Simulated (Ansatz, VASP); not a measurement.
## One calculation of CuI (Marshite), two programs

INCAR

```
  PREC = Accurate
  ENCUT = 520
  EDIFF = 1E-7
  ISMEAR = 0
  SIGMA = 0.01
  LREAL = F
  LASPH = T
  NELM = 100
  ALGO = Normal
  ISIF = 2
  LWAVE = F
  LCHARG = T
  GGA = PE
  LELF = T
  LVHAR = T
  NBANDS = 16
```

The input KPOINTS:

```
Automatic mesh
0
Gamma
  5 5 5
```

POSCAR

```
CuI
1.0
    0.0000000000      3.0415715026      3.0415715026
    3.0415715026      0.0000000000      3.0415715026
    3.0415715026      3.0415715026      0.0000000000
Cu I
1 1
Direct
    0.2500000000      0.2500000000      0.2500000000
    0.0000000000      0.0000000000      0.0000000000
```

Input for Ansatz:

```yaml
crystal:
  lattice:
    - [0.0, 3.041571502557843, 3.041571502557843]
    - [3.041571502557843, 0.0, 3.041571502557843]
    - [3.041571502557843, 3.041571502557843, 0.0]
  atoms:
    - { symbol: Cu, position: [0.25, 0.25, 0.25] }
    - { symbol: I, position: [0.0, 0.0, 0.0] }
basis:
  ecutwfc: 500.0
kpoints:
  mp_grid:
    grid: [5, 5, 5]
hamiltonian:
  xc: pbe
  pseudopotentials:
    kind: paw
scf:
  occupations:
    method: fixed
output:
  stress: true
```

Alike in both runs: task single point; functional PBE; k mesh 5 × 5 × 5; no spin polarisation.

|  | VASP | Ansatz |
| --- | --- | --- |
| version | VASP 6.6.1 | Ansatz 0.2.0 |
| potentials or method | VASP PAW PBE potentials, release 64 (Cu, I) | plane waves, PAW |
| plane-wave cutoff (eV) | 520 | 500 |
| occupations | gaussian, width 0.01 eV | fixed |
| valence electrons in the cell | 18 | 36 |

|  | VASP | Ansatz | Ansatz less VASP |
| --- | --- | --- | --- |
| pressure (GPa) | 0.0 | 0.0 | -0.04 |

The two sets of potentials don't hold the same shells in valence.

Caveats: spin-orbit coupling is left out, which moves the levels of the heavy elements. PBE gaps usually lie below the measured ones, often by a third to a half.
